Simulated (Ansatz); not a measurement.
**Relaxation path: CdSe (rocksalt type)**

DFT, PBE, PAW with Ansatz's default frozen-core files, scalar-relativistic (Ansatz 0.2.0); a Γ-centred 13×13×13 k mesh, Fermi–Dirac smearing of 0.05 eV, no spin polarisation. The run relaxes cell and atoms at a target pressure of 0 GPa.

Command: `ansatz run input.yaml --threads 1 --pin off --max-ram 3584MiB --backend cpu --events-out ev --progress --plain --runs-dir out` It took 8.5 s on 1 thread of Intel(R) Xeon(R) 6975P-C (Granite Rapids) (shared host), peak memory 0.41 GiB.

PAW: frozen-core files, cutoff 420 eV; forces are relaxed below 0.005 eV/Å.

Each step lists its free energy a cell above the last geometry, the pressure, the cell vectors (Å), and Cartesian positions (Å) with forces (eV/Å).

The first step:

```
step 1  dF = 397.99 meV  P = 18.55 GPa
  cell 0.0000 2.6893 2.6893  2.6893 0.0000 2.6893  2.6893 2.6893 0.0000
  Cd 0.0000 0.0000 0.0000   0.0000 0.0000 0.0000
  Se 2.6893 2.6893 2.6893   0.0000 0.0000 0.0000
```

Where does the relaxation end, and by which steps?

After 4 geometries, with conventional a, b, c = 5.738, 5.738, 5.738 Å, at 23.619 Å³/atom (+21.44 % against the start) in space group Fm-3m, with a shortest distance of 2.869 Å. The further steps:
```
step 2  dF = 21.66 meV  P = 3.32 GPa
  cell 0.0000 2.8225 2.8225  2.8225 0.0000 2.8225  2.8225 2.8225 0.0000
  Cd 0.0000 0.0000 0.0000   0.0000 0.0000 0.0000
  Se 2.8225 2.8225 2.8225   0.0000 0.0000 0.0000
step 3  dF = 1.65 meV  P = 0.89 GPa
  cell 0.0000 2.8552 2.8552  2.8552 0.0000 2.8552  2.8552 2.8552 0.0000
  Cd 0.0000 0.0000 0.0000   0.0000 0.0000 0.0000
  Se 2.8552 2.8552 2.8552   0.0000 0.0000 0.0000
step 4  dF = 0.00 meV  P = -0.03 GPa
  cell 0.0000 2.8691 2.8691  2.8691 0.0000 2.8691  2.8691 2.8691 0.0000
  Cd 0.0000 0.0000 0.0000   0.0000 0.0000 0.0000
  Se 2.8691 2.8691 2.8691   0.0000 0.0000 0.0000
step 5  dF = -1.47 meV  P = -0.03 GPa  (same geometry on a basis chosen anew; earlier energies don't compare to the last digit)
  cell 0.0000 2.8691 2.8691  2.8691 0.0000 2.8691  2.8691 2.8691 0.0000
  Cd 0.0000 0.0000 0.0000   0.0000 0.0000 0.0000
  Se 2.8691 2.8691 2.8691   0.0000 0.0000 0.0000
```
